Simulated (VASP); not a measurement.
**CaO in VASP 6.6.1, single-point calculation**

INCAR

```
LASPH = .TRUE.
ISIF = 2
NELM = 120
NBANDS = 9
LCHARG = .FALSE.
GGA = PE
EDIFF = 1E-7
ENCUT = 520
IBRION = -1
SIGMA = 0.02
LWAVE = .FALSE.
NSW = 0
LREAL = .FALSE.
ISMEAR = -1
PREC = Accurate
```

KPOINTS

```
KPOINTS created by Atomic Simulation Environment
0
Gamma
10 10 10
0 0 0
```

POSCAR

```
Ca O
 1.0000000000000000
     0.0000000000000000    2.4934521147000002    2.3522183391000002
     2.4934521147000002    0.0000000000000000    2.3522183391000002
     2.4934521147000002    2.4934521147000002    0.0000000000000000
 Ca  O
   1   1
Cartesian
  0.0000000000000000  0.0000000000000000  0.0000000000000000
  2.4934521147000002  2.4934521147000002  2.3522183391000002
```

The recommended PBE PAW datasets give the neutral cell 16 valence electrons.

Command

```
mpirun -np 1 vasp_std
```

Q: Predict the outcome of this run.

A: It converged. Results: gap between bands v and c on the k mesh 3.44 eV; least direct gap on the k mesh 4.00 eV; pressure -2.4 GPa. Band v is the last that the valence electrons fill when counted band by band, and c is the next.

OSZICAR

```
N       E                     dE             d eps       ncg     rms          rms(c)
DAV:   1     0.137486005470E+03    0.13749E+03   -0.89642E+03  1836   0.180E+03
DAV:   2    -0.587326011321E+01   -0.14336E+03   -0.13952E+03  2274   0.396E+02
DAV:   3    -0.142688930295E+02   -0.83956E+01   -0.81463E+01  2257   0.947E+01
DAV:   4    -0.144973251298E+02   -0.22843E+00   -0.22810E+00  2486   0.147E+01
DAV:   5    -0.145060796886E+02   -0.87546E-02   -0.87473E-02  2380   0.253E+00    0.861E+00
DAV:   6    -0.128088040289E+02    0.16973E+01   -0.13659E+01  1942   0.367E+01    0.394E+00
DAV:   7    -0.127685892859E+02    0.40215E-01   -0.11508E+00  2263   0.115E+01    0.172E+00
DAV:   8    -0.127684470200E+02    0.14227E-03   -0.72009E-02  2412   0.377E+00    0.279E-01
DAV:   9    -0.127700441445E+02   -0.15971E-02   -0.19252E-02  2457   0.122E+00    0.157E-01
DAV:  10    -0.127703773681E+02   -0.33322E-03   -0.17041E-03  2120   0.435E-01    0.250E-02
DAV:  11    -0.127704227803E+02   -0.45412E-04   -0.14753E-04  2326   0.126E-01    0.167E-02
DAV:  12    -0.127704186245E+02    0.41558E-05   -0.36419E-05  2483   0.688E-02    0.233E-03
DAV:  13    -0.127704185700E+02    0.54511E-07   -0.14029E-06  2447   0.158E-02    0.134E-03
DAV:  14    -0.127704185248E+02    0.45239E-07   -0.19137E-07  1585   0.506E-03
   1 F= -.12770419E+02 E0= -.12770419E+02  d E =-.258365E-12
```

For comparison, a separate PBE run of the intended cell, on usual settings and not on those above, gives a gap of 3.44 eV on its mesh and a pressure of -2.4 GPa.
